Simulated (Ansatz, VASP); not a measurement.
## One calculation of Al, two programs

The input INCAR:

```
SYSTEM = Al
  AGGAC = 1.0
  AGGAX = 1.0
  ALDAC = 0.0
  ALDAX = 1.0
  ALGO = Normal
  EDIFF = 1E-6
  EDIFFG = -0.01
  ENCUT = 600
  GGA = B5
  IBRION = 2
  ISIF = 3
  ISMEAR = -1
  LASPH = .TRUE.
  LCHARG = .FALSE.
  LREAL = .FALSE.
  LWAVE = .FALSE.
  NELM = 100
  NSW = 80
  PREC = Accurate
  SIGMA = 0.1
```

KPOINTS

```
k-points
0
G
  13 13 13
  0 0 0
```

The input POSCAR:

```
Al
1.0
    0.0000000000      2.0247900000      2.0247900000
    2.0247900000      0.0000000000      2.0247900000
    2.0247900000      2.0247900000      0.0000000000
Al
1
Direct
    0.0000000000      0.0000000000      0.0000000000
```

Input for Ansatz:

```yaml
crystal:
  lattice:
    - [0.0, 2.02479, 2.02479]
    - [2.02479, 0.0, 2.02479]
    - [2.02479, 2.02479, 0.0]
  atoms:
    - { symbol: Al, position: [0.0, 0.0, 0.0] }
hamiltonian:
  xc: blyp
  pseudopotentials:
    kind: paw
    azcp:
      Al: "pseudopotentials/Al.paw.azcp"
basis:
  ecutwfc: 420
  fft_grid_basis: typed
kpoints:
  mp_grid: { grid: [13, 13, 13], shift: [0, 0, 0] }
magnetization:
  spin_polarized: false
scf:
  occupations: { method: fermi_dirac, width: 0.1 }
relax:
  max_steps: 60
  f_tol: 0.01
  cell: {}
```

Alike in both runs: task relaxation of cell and atoms; functional BLYP; k mesh 13 × 13 × 13; occupations fermi-dirac, width 0.1 eV; no spin polarisation.

```csv
,VASP,Ansatz
version,VASP 6.6.1,Ansatz 0.2.0
potentials or method,"VASP PAW PBE potentials, release 64 (Al)","plane waves (420 eV) with PAW, scalar-relativistic"
plane-wave cutoff (eV),600,420
valence electrons in the cell,3,3
```

|  | VASP | Ansatz | Ansatz less VASP |
| --- | --- | --- | --- |
| relaxed volume (Å³/atom) | 17.42 | 17.37 | -0.043 |
| relaxed cell length with the largest relative difference (Å) | 2.909 | 2.907 | -0.0024 |
| energy change over the relaxation (meV/atom) | -7 | -7 | +0.5 |

Caveats: the PAW data sets were made with another functional, which shifts forces and pressure a little (VASP). Zero-point motion and thermal expansion aren't in these numbers. BLYP gives volumes clearly too large for solids.
